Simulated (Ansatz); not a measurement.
# Fe (P6_3/mmc) in Ansatz: further runs

One crystal, Fe, is run at these levels: PBEsol; tasks: relaxation of cell and atoms.

Program: Ansatz 0.2.0. These are calculated values, not measurements. Logs are shortened: lines on timing, memory, paths and dates and some standing lists are left out, and cuts for length are marked.

### Step 1. Starting point

Symmetry: P6_3/mmc, No. 194, hexagonal system. The conventional cell has a = 2.434 Å, b = 2.434 Å, c = 3.842 Å, α = 90.00°, β = 90.00°, γ = 120.00°. Fe (site symmetry -6m2) has 12 Fe at 2.38 to 2.43 Å as nearest neighbours.

This isn't the form of Fe at room conditions, which is bcc.

### Step 2. Relaxation of cell and atoms, PBEsol, collinear spin, ferromagnetic start, target pressure 20 GPa, at which the enthalpy is minimised

The input, input.yaml:

```yaml
crystal:
  lattice:
    - [2.4341575853, 0.0, 0.0]
    - [-1.2170787927, 2.1080423057, 0.0]
    - [0.0, 0.0, 3.84193447]
  atoms:
    - { symbol: Fe, position: [0.6666666667, 0.3333333333, 0.75], spin: 3.0 }
    - { symbol: Fe, position: [0.3333333333, 0.6666666667, 0.25], spin: 3.0 }
hamiltonian:
  xc: pbesol
  pseudopotentials: { kind: paw }
magnetization:
  spin_polarized: true
kpoints:
  mp_grid: { grid: [12, 12, 7] }
scf:
  occupations: { method: fermi_dirac, width: 0.05 }
output:
  forces: true
  stress: true
  eigenvalues: true
  write_density: true
  write_potential: true
  elf: true
  volumetric_format: npy
relax:
  f_tol: 0.01
  max_steps: 40
  cell: { stress_tol: 0.05, p_target: 20.0 }
```

Potentials or basis: Ansatz PAW.

Started as:

```console
ansatz run input.yaml --threads 2 --pin off --max-ram 5632MiB --backend cpu --events-out ev --progress --plain --runs-dir out
```

Output:

```text
Warning: RAYON_NUM_THREADS=2 ignored (pool sized by the plan → 2); use --threads N
Engine: ansatz 0.2.0, aarch64-unknown-linux-gnu
Pseudopotentials: kind: paw
Pseudopotential: Fe, paw, valence charge 16, recommended cutoff 420 eV (normal), Fe.paw.azcp
Functional definition: PBEsol
  exchange = pbesol_x
  correlation = pbesol_c
Crystal: 2 atoms, lattice volume = 19.714 Å³
Basis set: ecut = 420 eV, 391 PW (Γ), exchange–correlation on 36×36×54 points (8 copies of the dense FFT grid, shifted against one another)
Bands: 23, of which v1, the nominal top of the filled ones, is band 16 counted from 1 (15 counted from 0)
Symmetry: 24 space group operations
Space group: P63/mmc (ITA 194), of the structure as read, at distance tolerance 2.7e-5 Å
Magnetic group: BNS 194.263 (UNI 1493), of the structure as read, at distance tolerance 2.7e-5 Å
k-points: 76 of 1008
Non-local potential: Fe, projectors of the file, l = 0: 3, l = 1: 2, l = 2: 3, l = 3: 1
PAW form: soft (Blöchl's): semilocal exchange-correlation on the pseudo side does not see the compensation charge
PAW frozen core: Fe, regenerated for the run's functional, and the local potential with it (the file was generated under x = pbe(κ = 0.804, μ = 0.2195149727645171), c = pbe(β = 0.06672455060314922))
PAW one-centre angular grid: Fe, 590 points (default); XC on 64 Gauss nodes
Initial density: superposition of atomic densities (chi_scale 0.1, normalization cell)
Starting moments: Σ|m| = 6 μB on 2 of 2 sites
Initial wavefunctions: pseudopotential atomic-orbital guess
Functional: x = pbesol(κ = 0.804, μ = 0.12345679012345678), c = pbesol(β = 0.046)
SCF iter   1: F=—  HF=-8896.170850 eV  |F-HF|=—  |Δ(HF+E_count)|=         —  Δρ=1.21e-1 (↑1.21e-1 ↓6.54e-2)  dr2=3.67e0  dr2_m=3.93e-1  M=4.683 μB ∫|m|=4.746 μB  β_m=0.30  ethr=3.10e-3  ⟨swp⟩=5.1  Hψ=13265  notcnv=0
Mixer restart at iter 1: flushing history
preconditioner: auto → none  [metal: Δε(μ)=0.001 eV  Ē_g=10.109 eV  σ=0.050 eV  W_gap=0.00  n_scr=2 (ndim 8)  ℏωp=33.5 eV  f_vac=0.000  D(μ)=3.78/eV (n_scr^D=66)  sad-step TF]
SCF iter   2: F=—  HF=-8895.160414 eV  |F-HF|=—  |Δ(HF+E_count)|=    1.01e0  Δρ=4.40e-2 (↑4.40e-2 ↓2.97e-2)  dr2=4.78e-1  dr2_m=1.04e-1  M=4.790 μB ∫|m|=4.854 μB  β_m=0.38  ethr=3.10e-3  ⟨swp⟩=3.3  Hψ=7012  notcnv=0  defer=225
SCF iter   3: F=—  HF=-8895.942531 eV  |F-HF|=—  |Δ(HF+E_count)|=   7.82e-1  Δρ=1.78e-2 (↑1.44e-2 ↓1.78e-2)  dr2=8.36e-3  dr2_m=4.19e-2  M=4.698 μB ∫|m|=4.771 μB  β_m=0.60  ethr=1.49e-3  ⟨swp⟩=2.2  Hψ=4666  notcnv=0  defer=224
SCF iter   4: F=—  HF=-8900.371393 eV  |F-HF|=—  |Δ(HF+E_count)|=         —  Δρ=3.37e-1 (↑3.37e-1 ↓2.81e-1)  dr2=4.26e-1  dr2_m=1.72e1  M=0.182 μB ∫|m|=0.336 μB  β_m=1.00  ethr=2.61e-5  ⟨swp⟩=3.3  Hψ=8416  notcnv=0  defer=226
Mixer restart at iter 4: flushing history
SCF iter   5: F=—  HF=-8898.930914 eV  |F-HF|=—  |Δ(HF+E_count)|=    1.44e0  Δρ=1.00e-1 (↑8.12e-2 ↓1.00e-1)  dr2=3.91e0  dr2_m=1.74e-2  M=0.164 μB ∫|m|=0.203 μB  β_m=0.60  ethr=1.56e-4  ⟨swp⟩=3.9  Hψ=9948  notcnv=0  defer=126
SCF iter   6: F=—  HF=-8899.564506 eV  |F-HF|=—  |Δ(HF+E_count)|=   6.34e-1  Δρ=1.18e-1 (↑1.18e-1 ↓9.05e-2)  dr2=4.99e0  dr2_m=3.70e-2  M=0.034 μB ∫|m|=0.065 μB  β_m=0.40  ethr=1.56e-4  ⟨swp⟩=4.2  Hψ=11813  notcnv=0  defer=74
SCF iter   7: F=—  HF=-8897.787572 eV  |F-HF|=—  |Δ(HF+E_count)|=    1.78e0  Δρ=2.22e-2 (↑2.22e-2 ↓2.85e-3)  dr2=5.70e-2  dr2_m=2.05e-2  M=0.059 μB ∫|m|=0.083 μB  β_m=0.72  ethr=1.56e-4  ⟨swp⟩=4.1  Hψ=9877  notcnv=0  defer=79
SCF iter   8: F=—  HF=-8897.772719 eV  |F-HF|=—  |Δ(HF+E_count)|=   1.49e-2  Δρ=1.24e-2 (↑1.24e-2 ↓5.65e-3)  dr2=4.65e-3  dr2_m=1.34e-2  M=-0.055 μB ∫|m|=0.074 μB  β_m=0.57  ethr=1.56e-4  ⟨swp⟩=3.4  Hψ=8036  notcnv=0  defer=77
SCF iter   9: F=—  HF=-8897.763726 eV  |F-HF|=—  |Δ(HF+E_count)|=   8.99e-3  Δρ=2.42e-3 (↑2.42e-3 ↓1.57e-3)  dr2=1.30e-4  dr2_m=6.39e-4  M=-0.013 μB ∫|m|=0.017 μB  β_m=0.79  ethr=1.45e-5  ⟨swp⟩=2.7  Hψ=6914  notcnv=0  defer=77
SCF iter  10: F=—  HF=-8897.763161 eV  |F-HF|=—  |Δ(HF+E_count)|=   5.64e-4  Δρ=4.28e-4 (↑4.28e-4 ↓1.39e-4)  dr2=9.52e-6  dr2_m=1.26e-5  M=-0.002 μB ∫|m|=0.002 μB  β_m=0.89  ethr=4.06e-7  ⟨swp⟩=2.0  Hψ=6054  notcnv=0  defer=77
SCF iter  11: F=—  HF=-8897.763154 eV  |F-HF|=—  |Δ(HF+E_count)|=   7.21e-6  Δρ=8.00e-5 (↑8.00e-5 ↓3.33e-5)  dr2=1.51e-6  dr2_m=1.19e-7  M=-0.000 μB ∫|m|=0.000 μB  β_m=0.95  ethr=2.97e-8  ⟨swp⟩=2.3  Hψ=6155  notcnv=0  defer=77
SCF iter  12: F=—  HF=-8897.763154 eV  |F-HF|=—  |Δ(HF+E_count)|=   2.28e-7  Δρ=4.00e-6 (↑4.00e-6 ↓3.70e-6)  dr2=1.59e-9  dr2_m=6.47e-10  M=-0.000 μB ∫|m|=0.000 μB  β_m=0.86  ethr=4.72e-9  ⟨swp⟩=2.6  Hψ=5728  notcnv=0  defer=77
SCF iter  13: F=—  HF=-8897.763154 eV  |F-HF|=—  |Δ(HF+E_count)|=   2.78e-9  Δρ=2.59e-6 (↑2.59e-6 ↓1.96e-6)  dr2=2.59e-9  dr2_m=4.59e-11  M=-0.000 μB ∫|m|=0.000 μB  β_m=0.93  ethr=4.98e-12  ⟨swp⟩=2.3  Hψ=5924  notcnv=0  defer=77
[... 76 lines left out ...]
SCF iter   4: F=—  HF=-8897.702184 eV  |F-HF|=—  |Δ(HF+E_count)|=   5.71e-7  Δρ=5.49e-6 (↑5.49e-6 ↓5.32e-6)  dr2=1.48e-8  dr2_m=2.53e-12  M=0.000 μB ∫|m|=0.000 μB  β_m=0.75  ethr=1.32e-10  ⟨swp⟩=2.7  Hψ=5761  notcnv=0
SCF iter   5: F=—  HF=-8897.702184 eV  |F-HF|=—  |Δ(HF+E_count)|=   2.19e-7  Δρ=3.58e-6 (↑3.58e-6 ↓3.54e-6)  dr2=6.32e-9  dr2_m=6.91e-14  M=0.000 μB ∫|m|=0.000 μB  β_m=0.87  ethr=4.64e-11  ⟨swp⟩=2.2  Hψ=5592  notcnv=0
SCF iter   6: F=—  HF=-8897.702184 eV  |F-HF|=—  |Δ(HF+E_count)|=   2.57e-8  Δρ=1.03e-6 (↑1.02e-6 ↓1.03e-6)  dr2=5.32e-10  dr2_m=4.66e-15  M=-0.000 μB ∫|m|=0.000 μB  β_m=0.93  ethr=1.98e-11  ⟨swp⟩=2.3  Hψ=5678  notcnv=0
SCF iter   7: F=—  HF=-8897.702184 eV  |F-HF|=—  |Δ(HF+E_count)|=   1.53e-9  Δρ=4.08e-8 (↑3.41e-8 ↓4.08e-8)  dr2=7.13e-13  dr2_m=3.10e-15  M=-0.000 μB ∫|m|=0.000 μB  β_m=0.96  ethr=1.66e-12  ⟨swp⟩=2.1  Hψ=5990  notcnv=0
SCF iter   8: F=-8897.702184 eV  HF=-8897.702184 eV  |F-HF|=1.82e-12  |Δ(HF+E_count)|=  1.82e-12  Δρ=1.35e-8 (↑1.07e-8 ↓1.35e-8)  dr2=7.03e-14  dr2_m=3.99e-16  M=-0.000 μB ∫|m|=0.000 μB  ethr=1.00e-12  ⟨swp⟩=4.2  Hψ=14674  notcnv=0
the starting moments were not kept: the SCF closed with an absolute magnetisation of 3.2e-8 μB, where they sum to 6 μB in size (2 sites). That is at most 0.1 of that sum. Measured as dr2_m measures the in/out step, that magnetisation stands 9.6e-16 eV from none, at or under the dr2_threshold of 2.0e-11 eV: it is no larger than a step whose dr2_m would equal this threshold.
SCF 6 converged in 8 iterations: F = -8897.702184 eV  dr2 = 7.03e-14
relax step   6: F+E_penalty+E_count = -8897.70218410 eV  Δ(F+E_penalty+E_count) = +7.877e-4 eV  max|allowed force component| = 1.850e-17 eV/Å  Δτ_max = 0.0000 Å  P = +19.966 GPa  Ω = 18.582 Å³  stress off target by 3.88e-2 GPa  SCF on the basis re-selected at this cell (its energy is not comparable with the rows above)  (8 SCF iters)
basis re-selected at this cell: Δ(F+E_penalty+E_count) = +7.877e-4 eV, ΔP = -0.034 GPa vs the last step (what re-selecting the basis moved, of the pressure what is left beyond the Pulay correction that the steps carried, after the strain that the cell walked since its last selection, with what the two solves' SCF thresholds leave and, on support functions, any second-order correction that the steps lacked; it is no measure of the basis error at this ecutwfc). The dense FFT grid was sized anew with the basis: this SCF ran on 16×16×27 points, the steps before it on 18×18×27, so part of this shift can come from that change (see relax.cell in the input reference). This SCF's stress stands 3.88e-2 GPa from its target on what of the cell is left free (relax.cell.stress_tol is 5.00e-2 GPa) and its largest allowed force component is 1.85e-17 eV/Å (relax.f_tol is 1.00e-2 eV/Å): within both
SCF converged after 8 iterations
Magnetization: -0.0000 μB (16.0000 up, 16.0000 down)
Absolute magnetization: 0.0000 μB (∫|ρ↑−ρ↓|, with the PAW one-centre terms)
Spin contamination: 0.0000 ħ² per cell (⟨S²⟩ above its minimum at these occupations)
Per-site moments (μB) at R_I (Å): [(-1.4974851318802504e-8, 0.9642351523900027), (-1.497485124208623e-8, 0.9642351523900027)]
Free energy (F): -8897.702184 eV
Harris-Foulkes:  -8897.702184 eV  (|F-HF|=1.82e-12)
Internal energy: -8897.684381 eV  (E = F + TS)
E sigma→0 (E₀):  -8897.693283 eV
Entropy (-TS):   -0.017803 eV (-8.901 meV/atom)
Fermi energy:    23.395325 eV
--- Per-component energies (eV) ---
  E_band       = -284.101866
  E_kinetic    = 718.592590
  E_local      = -3619.218420  (includes V_loc(G=0)·N_el)
  E_nonlocal   = 427.275935
  E_hartree    = 1543.322136
  E_xc         = -240.268093
  E_vxc        = -310.910007  (∫ρ·V_xc dr)
  E_paw        = -2664.045047  (= ΣΔE_a)
  E_vpaw       = -586.488055  (= ΣTr[D̂ρ^β])
  E_aug_tail   = 0.001799  (compensation charges beyond the density's cutoff)
  E_ewald      = -5063.703684
  E_core_change = 0.358403  (= ΣΔE_core)
  E_smearing   = -0.017803  (= −TS)
  E_closure    = 0.000000  (closes the sum)
  Σ components = -8897.702184   (vs F -8897.702184, Δ=0.00e0)
--- Forces (eV/Å), atoms counted from 1 ---
  atom   1  Fe    -0.00000000    -0.00000000    -0.00000000
  atom   2  Fe     0.00000000     0.00000000     0.00000000
  max |Σ_I F_I| component: 0.00e0 eV/Å
--- Stress (GPa, compression-positive) ---
       19.961219      -0.000000      -0.000000
        0.000000      19.961219       0.000000
       -0.000000       0.000000      19.976314
  P = ⅓ Tr σ = 19.9663 GPa (199.663 kbar)
--- Band table (eV; the first three rows and the last of 152) ---
  k-point 0 ↑: bands = ["-63.7557", "-63.5576", "-30.3293", "-29.5822", "-29.5822", "-29.4535", "-29.4535", "-29.4350", "13.7617", "17.7677", "21.4504", "21.4504", "21.5791", "21.9918", "21.9918", "22.4171", "22.4171", "23.7924", "24.2045", "24.2045", "33.0199", "45.3452", "49.1503"]
  k-point 1 ↑: bands = ["-63.7460", "-63.5675", "-30.2865", "-29.5758", "-29.5758", "-29.4808", "-29.4599", "-29.4599", "14.0086", "17.7505", "21.3566", "21.3566", "21.4851", "21.8917", "21.8917", "22.6336", "22.6336", "23.0889", "24.2005", "24.2005", "34.1142", "45.1587", "48.6096"]
  k-point 2 ↑: bands = ["-63.7186", "-63.5950", "-30.1659", "-29.6085", "-29.5580", "-29.5580", "-29.4778", "-29.4778", "14.7165", "17.5615", "21.2454", "21.2488", "21.2488", "21.6583", "21.6583", "21.8098", "23.0827", "23.0827", "24.1336", "24.1336", "36.6646", "44.5995", "47.4120"]
  k-point 75 ↓: bands = ["-63.5389", "-63.5389", "-30.1237", "-30.1237", "-29.9548", "-29.8913", "-29.5889", "-29.5889", "19.4331", "19.5340", "19.5340", "19.6582", "20.8343", "20.8343", "22.4297", "22.7437", "24.2364", "24.2364", "30.9784", "30.9784", "32.1465", "33.5590", "35.9918"]
--- Relaxed structure (5 steps of the walk, 5 accepted, 1 SCFs on fresh bases) ---
  F+E_penalty+E_count = -8897.70218410 eV   max|allowed force component| = 1.850e-17 eV/Å   (the final SCF, on the basis selected at the relaxed cell)
  cell:  # Å, volume = 18.5825 Å³
    - [2.3825798884814566, 2.82558600953128e-11, -3.7600067351529673e-34]
    - [-1.1912899442651987, 2.063374709956708, 3.883856506733145e-34]
    - [-4.108554406431051e-34, 3.6520483612720453e-34, 3.7798746912223007]
  atoms:
    - { symbol: Fe, position: [0.6666666666666667, 0.3333333333333333, 0.75] }
    - { symbol: Fe, position: [0.33333333333333337, 0.6666666666666666, 0.25] }
```

It took 19 s on 2 threads of Arm Neoverse V2, shared host; peak memory 0.33 GiB.

Results:

```yaml
Free_energy: -8897.7022 eV
Relaxed_volume: 9.29 Å³/atom
Relaxed_cell: a = 2.383 Å, b = 2.383 Å, c = 3.780 Å, α = 90.00°, β = 90.00°, γ = 120.00°
Space_group_after_relaxing_to_0.05_Å: P6_3/mmc (No. 194)
Energy_change_on_relaxing_the_enthalpy_is_what_falls: +30.5 meV/atom
Ionic_steps: 6
Pressure_after_relaxing: 20.0 GPa
Band_gap_on_the_k_mesh: none (metal or under the smearing width)
Net_moment: 0.00 μB per cell
Absolute_moment: 0.00 μB per cell
```

Step by step:
| step | energy change (eV) | largest force (eV/Å) | volume (Å³) |
| --- | --- | --- | --- |
| 1 | 0.0000 | 0.0000 | 19.71 |
| 2 | 0.0211 | 0.0000 | 18.98 |
| 3 | 0.0652 | 0.0000 | 18.54 |
| 4 | 0.0600 | 0.0000 | 18.58 |
| 5 | 0.0602 | 0.0000 | 18.58 |
| 6 | 0.0610 | 0.0000 | 18.58 |

Final structure:
```
CELL_PARAMETERS angstrom
2.38258 0.00000 0.00000
-1.19129 2.06337 0.00000
0.00000 0.00000 3.77987
ATOMIC_POSITIONS crystal
Fe 0.66667 0.33333 0.75000
Fe 0.33333 0.66667 0.25000
```

Levels at points of the mesh, in eV from the Fermi level:
Spin up:
```
            k point  band 12  band 13  band 14  band 15  band 16  band 17  band 18  band 19  band 20  band 21
 (0.00, 0.00, 0.00)    -1.94    -1.82    -1.40    -1.40    -0.98    -0.98     0.40     0.81     0.81     9.62
(0.00, -0.50, 0.00)    -2.33    -2.27    -1.80    -1.27     0.95     1.21     1.24     2.99     5.34    12.01
```
Spin down:
| k point | band 13 | band 14 | band 15 | band 16 | band 17 | band 18 | band 19 | band 20 |
| --- | --- | --- | --- | --- | --- | --- | --- | --- |
| (0.00, 0.00, 0.00) | -1.82 | -1.40 | -1.40 | -0.98 | -0.98 | 0.40 | 0.81 | 0.81 |
| (0.00, -0.50, 0.00) | -2.27 | -1.80 | -1.27 | 0.95 | 1.21 | 1.24 | 2.99 | 5.34 |

Caveat: the starting moments collapsed, and a magnetic state may lie lower; the plane-wave basis is chosen anew once the cell has moved, so the energies of steps on either side of that aren't comparable; the PAW data sets come from PBE, with cores solved anew for the run's functional, which leaves a small shift of forces and pressure; the starting moments weren't kept.

### Step 3. Relaxation of cell and atoms, PBEsol, collinear spin, ferromagnetic start, target pressure 30 GPa, at which the enthalpy is minimised

input.yaml: that of step 2 with these lines changed.

```diff
@@ -21,6 +21,2 @@
   eigenvalues: true
-  write_density: true
-  write_potential: true
-  elf: true
-  volumetric_format: npy
 relax:
@@ -28,2 +24,2 @@
   max_steps: 40
-  cell: { stress_tol: 0.05, p_target: 20.0 }
+  cell: { stress_tol: 0.05, p_target: 30.0 }
```

Potentials or basis: Ansatz PAW.

Started as:

```console
ansatz run input.yaml --threads 2 --pin off --max-ram 5632MiB --backend cpu --events-out ev --progress --plain --runs-dir out
```

Wall time 18 s (2 threads of Arm Neoverse V2, shared host); peak memory 0.33 GiB.

The run converged. Its results:

```yaml
Free_energy: -8897.6362 eV
Relaxed_volume: 9.08 Å³/atom
Relaxed_cell: a = 2.364 Å, b = 2.364 Å, c = 3.752 Å, α = 90.00°, β = 90.00°, γ = 120.00°
Space_group_after_relaxing_to_0.05_Å: P6_3/mmc (No. 194)
Energy_change_on_relaxing_the_enthalpy_is_what_falls: +63.5 meV/atom
Ionic_steps: 6
Pressure_after_relaxing: 30.0 GPa
Band_gap_on_the_k_mesh: none (metal or under the smearing width)
Net_moment: 0.00 μB per cell
Absolute_moment: 0.00 μB per cell
```

The path:
```csv
step,energy change (eV),largest force (eV/Å),volume (Å³)
1,0.0000,0.0000,19.71
2,0.0520,0.0000,18.65
3,0.1388,0.0000,18.09
4,0.1253,0.0000,18.16
5,0.1259,0.0000,18.16
6,0.1269,0.0000,18.16
```

Final structure:
```yaml
crystal:
  lattice:
    - [2.36380, 0.00000, 0.00000]
    - [-1.18190, 2.04711, 0.00000]
    - [0.00000, 0.00000, 3.75230]
  atoms:
    - { symbol: Fe, position: [0.66667, 0.33333, 0.75000] }
    - { symbol: Fe, position: [0.33333, 0.66667, 0.25000] }
```

Levels at points of the mesh, in eV from the Fermi level:
Spin up:
```csv
k point,band 13,band 14,band 15,band 16,band 17,band 18,band 19,band 20
"(0.00, 0.00, 0.00)",-1.88,-1.45,-1.45,-1.01,-1.01,0.41,0.83,0.83
"(0.00, -0.50, 0.00)",-2.35,-1.85,-1.31,0.99,1.25,1.28,3.09,5.50
```
Spin down:
```tsv
k point	band 13	band 14	band 15	band 16	band 17	band 18	band 19	band 20
(0.00, 0.00, 0.00)	-1.88	-1.45	-1.45	-1.01	-1.01	0.41	0.83	0.83
(0.00, -0.50, 0.00)	-2.35	-1.85	-1.31	0.99	1.25	1.28	3.09	5.50
```

Caveat: the starting moments collapsed, and a magnetic state may lie lower; the plane-wave basis is chosen anew once the cell has moved, so the energies of steps on either side of that aren't comparable; the PAW data sets come from PBE, with cores solved anew for the run's functional, which leaves a small shift of forces and pressure; the starting moments weren't kept.
